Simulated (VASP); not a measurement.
# CaO in VASP: relaxing the cell with several functionals, part 2 of 2

The system is CaO (zincblende), a generated structure that needn't be the ground state.

VASP 6.6.1, plane waves, PAW. Earlier steps stand in the parts before.

## Step 4: Relaxing with LDA

Input file INCAR:

```
ENCUT = 600.000000
SIGMA = 0.020000
EDIFF = 1.00e-07
EDIFFG = -5.00e-03
GGA = CA
PREC = Accurate
IBRION = 2
ISIF = 3
ISMEAR = -1
NBANDS = 15
NELM = 120
NSW = 40
LASPH = .TRUE.
LCHARG = .FALSE.
LWAVE = .FALSE.
LREAL = .FALSE.
```

Input file KPOINTS:

```
KPOINTS created by Atomic Simulation Environment
0
Gamma
8 8 8
0 0 0
```

Input file POSCAR:

```
Ca O
 1.0000000000000000
     0.0000000000000000    2.6213224458742479    2.6213224458742479
     2.6213224458742479   -0.0000000000000000    2.6213224458742479
     2.6213224458742479    2.6213224458742479    0.0000000000000000
 Ca  O
   1   1
Cartesian
 -0.0000000000000000  0.0000000000000000  0.0000000000000000
  1.3106612229371239  1.3106612229371239  1.3106612229371239
```

The run uses the recommended LDA PAW datasets (16 valence electrons a neutral cell).

Started as:

```
$ mpirun -np 1 vasp_std
```

The first run moved the cell so far that it was started again from its end, on a fresh basis. The second run's POSCAR:

```
Ca O
 1.0000000000000000
     0.0000000000000000    2.5636843008241796    2.5636843008241796
     2.5636843008241796    0.0000000000000000    2.5636843008241796
     2.5636843008241796    2.5636843008241796    0.0000000000000000
 Ca  O
   1   1
Cartesian
  0.0000000000000000  0.0000000000000000  0.0000000000000000
  1.2818421504120898  1.2818421504120898  1.2818421504120898
```

The files below are the second run's.

Standard output, without the iteration lines:

```text
POSCAR found type information on POSCAR CaO
 POSCAR found :  2 types and       2 ions
 LDA part: xc-table for (Slater(with rela. corr.)+CA(PZ))
 , standard interpolation
 POSCAR, INCAR and KPOINTS ok, starting setup
 FFT: planning ... GRIDC
 FFT: planning ... GRID_SOFT
 FFT: planning ... GRID
 WAVECAR not read
 WARNING: random wavefunctions but no delay for mixing, default for NELMDL
 entering main loop
 curvature:   0.00 expect dE= 0.000E+00 dE for cont linesearch  0.000E+00
 search vector abs. value=  0.464E-05
 reached required accuracy - stopping structural energy minimisation
```

OSZICAR:

```text
N       E                     dE             d eps       ncg     rms          rms(c)
DAV:   1     0.132412978175E+03    0.13241E+03   -0.88921E+03   870   0.118E+03
DAV:   2    -0.983640994472E+01   -0.14225E+03   -0.13040E+03  1122   0.293E+02
DAV:   3    -0.160942518158E+02   -0.62578E+01   -0.62131E+01   975   0.640E+01
DAV:   4    -0.163213031583E+02   -0.22705E+00   -0.22688E+00  1313   0.103E+01
DAV:   5    -0.163225464993E+02   -0.12433E-02   -0.12432E-02   982   0.898E-01    0.957E+00
DAV:   6    -0.139119347067E+02    0.24106E+01   -0.79931E+00   905   0.250E+01    0.421E+00
DAV:   7    -0.137544868229E+02    0.15745E+00   -0.81470E-01   988   0.867E+00    0.198E+00
DAV:   8    -0.136944271917E+02    0.60060E-01   -0.14198E-01  1094   0.368E+00    0.408E-01
DAV:   9    -0.136930434325E+02    0.13838E-02   -0.69485E-03  1006   0.778E-01    0.147E-01
DAV:  10    -0.136933736110E+02   -0.33018E-03   -0.50994E-04   968   0.215E-01    0.396E-02
DAV:  11    -0.136933911965E+02   -0.17586E-04   -0.19937E-04   975   0.109E-01    0.254E-02
DAV:  12    -0.136933803899E+02    0.10807E-04   -0.42484E-05  1094   0.752E-02    0.747E-03
DAV:  13    -0.136933792561E+02    0.11338E-05   -0.38599E-06   975   0.241E-02    0.116E-03
DAV:  14    -0.136933792951E+02   -0.38950E-07   -0.20717E-07   974   0.423E-03
   1 F= -.13693379E+02 E0= -.13693379E+02  d E =-.136934E+02
```

Parts of OUTCAR:

```text
k-points           NKPTS =     29   k-points in BZ     NKDIM =     29   number of bands    NBANDS=     15

   NELECT =      16.0000    total number of electrons

   dimension x,y,z NGX =    30 NGY =   30 NGZ =   30
   dimension x,y,z NGXF=    60 NGYF=   60 NGZF=   60

  energy-cutoff  :      600.00
  volume of cell :       33.70
      direct lattice vectors                 reciprocal lattice vectors
     0.000000000  2.563684301  2.563684301    -0.195031814  0.195031814  0.195031814
     2.563684301  0.000000000  2.563684301     0.195031814 -0.195031814  0.195031814
     2.563684301  2.563684301  0.000000000     0.195031814  0.195031814 -0.195031814

 k-points in reciprocal lattice and weights: KPOINTS created by Atomic Simulation Env
   0.00000000  0.00000000  0.00000000       0.002
   0.12500000  0.00000000  0.00000000       0.016
   0.25000000  0.00000000  0.00000000       0.016
   0.37500000  0.00000000  0.00000000       0.016
   0.50000000  0.00000000  0.00000000       0.008
   0.12500000  0.12500000  0.00000000       0.012
   0.25000000  0.12500000  0.00000000       0.047
   0.37500000  0.12500000  0.00000000       0.047
[... 21 more k-points ...]

 E-fermi :   0.9187

 k-point     1 :       0.0000    0.0000    0.0000
  band No.  band energies     occupation
      1     -36.0238      2.00000
      2     -17.2413      2.00000
      3     -17.2413      2.00000
      4     -17.2413      2.00000
      5     -14.1833      2.00000
      6      -0.3864      2.00000
      7      -0.3864      2.00000
      8      -0.3864      2.00000
      9       3.6584      0.00000
     10       8.4557      0.00000
     11       8.4557      0.00000
     12      10.2384      0.00000
     13      10.2384      0.00000
     14      10.2384      0.00000
     15      17.1644      0.00000

 k-point     2 :       0.1250    0.0000    0.0000
  band No.  band energies     occupation
      1     -36.0147      2.00000
      2     -17.4036      2.00000
      3     -17.2514      2.00000
      4     -17.2514      2.00000
      5     -14.0268      2.00000
      6      -0.5660      2.00000
      7      -0.3359      2.00000
      8      -0.3359      2.00000
      9       4.2286      0.00000
     10       8.2610      0.00000
     11       8.2610      0.00000
     12       9.9944      0.00000
     13      10.4156      0.00000
     14      10.4156      0.00000
     15      15.4632      0.00000

 k-point     3 :       0.2500    0.0000    0.0000
  band No.  band energies     occupation
      1     -35.9927      2.00000
      2     -17.7399      2.00000
      3     -17.2755      2.00000
      4     -17.2755      2.00000
      5     -13.7131      2.00000
      6      -0.7711      2.00000
      7      -0.2231      2.00000
      8      -0.2231      2.00000
      9       5.3794      0.00000
     10       8.0680      0.00000
     11       8.0680      0.00000
     12       9.5118      0.00000
     13      10.5156      0.00000
     14      10.5156      0.00000
     15      13.4673      0.00000

 k-point     4 :       0.3750    0.0000    0.0000
  band No.  band energies     occupation
      1     -35.9704      2.00000
      2     -18.0250      2.00000
      3     -17.2995      2.00000
      4     -17.2995      2.00000
      5     -13.4635      2.00000
      6      -0.7619      2.00000
      7      -0.1241      2.00000
      8      -0.1241      2.00000
      9       6.2337      0.00000
     10       8.1761      0.00000
     11       8.1761      0.00000
     12       9.0088      0.00000
     13      10.2533      0.00000
     14      10.2533      0.00000
     15      12.5860      0.00000

[... the tables of k-points 5 to 29 left out ...]

  Total        0.0080115      0.0080115      0.0080115      0.0000000      0.0000000      0.0000000
  in kB        0.3808910      0.3808910      0.3808910      0.0000000      0.0000000      0.0000000
  external PRESSURE =       0.3808910 kB  Pullay stress =       0.0000000 kB

 POSITION                                       TOTAL-FORCE (eV/Angst)
 -----------------------------------------------------------------------------------
      0.00000      0.00000      0.00000        -0.000000      0.000000      0.000000
      1.28184      1.28184      1.28184         0.000000     -0.000000     -0.000000
 -----------------------------------------------------------------------------------
    total drift:                               -0.000000     -0.000000     -0.000000

  FREE ENERGIE OF THE ION-ELECTRON SYSTEM (eV)
  ---------------------------------------------------
  free  energy   TOTEN  =       -13.6933792951 eV

  energy  without entropy=      -13.6933792951  energy(sigma->0) =      -13.69337930
```

CONTCAR

```
Ca O
   1.00000000000000
     0.0000000000000000    2.5636843008241796    2.5636843008241796
     2.5636843008241796    0.0000000000000000    2.5636843008241796
     2.5636843008241796    2.5636843008241796    0.0000000000000000
  Ca              O
     1     1
Direct
     0.0000000000000000    0.0000000000000000    0.0000000000000000
     0.2500000000000000    0.2500000000000000    0.2500000000000000

  0.00000000E+00  0.00000000E+00  0.00000000E+00
  0.00000000E+00  0.00000000E+00  0.00000000E+00
```

Hardware: 1 MPI rank of Intel Xeon 6975P-C, shared host.

|  | before | after | change |
| --- | --- | --- | --- |
| a (Å) | 5.243 | 5.127 | -2.20 % |
| volume (Å³/atom) | 18.012 | 16.850 | -6.45 % |
| shortest distance (Å) | 2.270 | 2.220 | -2.20 % |
| space group | F-43m | F-43m | same |

## Step 5: Results

This closing draws on all 2 parts.

| level | a (Å) | volume (Å³/atom) | space group | Ansatz: volume (Å³/atom) |
| --- | --- | --- | --- | --- |
| PBE | 5.252 | 18.112 | F-43m | 18.012 |
| PBEsol | 5.188 | 17.458 | F-43m | 17.371 |
| LDA | 5.127 | 16.850 | F-43m | 16.738 |

**Reading.** The PBE run changed the volume by +10.4 % from its own start of 16.40 Å³/atom. LDA gives the smallest cell and PBE the largest, 7.5 % apart in volume. LDA's volume lies 7.0 % below PBE's. The two programs differ by at most 0.67 % in volume, much less than the spread of the functionals. Datasets and cutoffs are each program's own. LDA means the Perdew–Zunger form in VASP and the Perdew–Wang form in Ansatz.
